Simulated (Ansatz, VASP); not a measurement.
# One calculation of Ge, two programs

```
Ge
1.0
     0.00000    2.86614    2.86614
     2.86614    0.00000    2.86614
     2.86614    2.86614    0.00000
Ge
2
Direct
  0.75000 0.75000 0.75000
  0.50000 0.50000 0.50000
```

Change from the starting cell: volume scaled by 1.04.

Alike in both runs: task single point; functional PBE; k mesh 8 × 8 × 8; occupations fermi-dirac, width 0.05 eV; no spin polarisation.

|  | VASP | Ansatz |
| --- | --- | --- |
| version | VASP 6.6.1 | Ansatz 0.2.0 |
| potentials or method | VASP PAW PBE potentials, release 64 (Ge_d), cutoff 520 eV | all-electron LAPW, scalar-relativistic |

Ansatz gave:

```
gap on the k mesh at the Fermi level (eV) : none
pressure (GPa)                            : 0.9
```

Question: Estimate VASP's values.

Answer: gap on the k mesh at the Fermi level (eV): none; pressure (GPa): 0.8.

A gap of «none» marks a metal or a gap that the smearing closes. Ansatz ran all-electron here, so the differences hold the error of VASP's frozen core and of both bases.
